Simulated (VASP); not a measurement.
The system is SiC (Moissanite 3C).

```
Si C
1.0
     0.00000    2.17900    2.17900
     2.17900    0.00000    2.17900
     2.17900    2.17900    0.00000
Si C
1 1
Cartesian
  0.0000 0.0000 0.0000
  3.2685 3.2685 3.2685
```

- Program: VASP 6.6.1
- Task: relaxation of cell and atoms
- Functional: optPBE-vdW
- Potentials or basis: VASP PAW PBE potentials, release 64 (Si, C)
- Cutoff: 600 eV
- k mesh: 10 × 10 × 10
- Occupations: fermi-dirac, width 0.05 eV
- Spin: no spin polarisation

At the start: pressure 4.7 GPa; volume 10.35 Å³/atom.

Question: How do energy, volume and symmetry change on relaxing?

Answer: Over 3 steps the energy falls by 3.3 meV/atom and the volume is 10.57 Å³/atom (+2.2 %); space group F-43m (No. 216, to 0.05 Å).

The path:
```tsv
step	energy change (eV)	largest force (eV/Å)	pressure (GPa)	volume (Å³)
1	0.0000	0.0000	4.70	20.69
2	-0.0001	0.0000	-4.34	21.62
3	-0.0065	0.0000	-0.01	21.15
```

Final structure:
```cif
data_structure
_symmetry_space_group_name_H-M 'P 1'
_symmetry_Int_Tables_number 1
_cell_length_a 3.1040
_cell_length_b 3.1040
_cell_length_c 3.1040
_cell_angle_alpha 60.000
_cell_angle_beta 60.000
_cell_angle_gamma 60.000
_cell_volume 21.15
loop_
_atom_site_label
_atom_site_type_symbol
_atom_site_fract_x
_atom_site_fract_y
_atom_site_fract_z
_atom_site_occupancy
Si1 Si 0.00000 0.00000 0.00000 1
C1 C 0.75000 0.75000 0.75000 1
```

Caveat: the PAW data sets were made with another functional, which shifts forces and pressure a little.
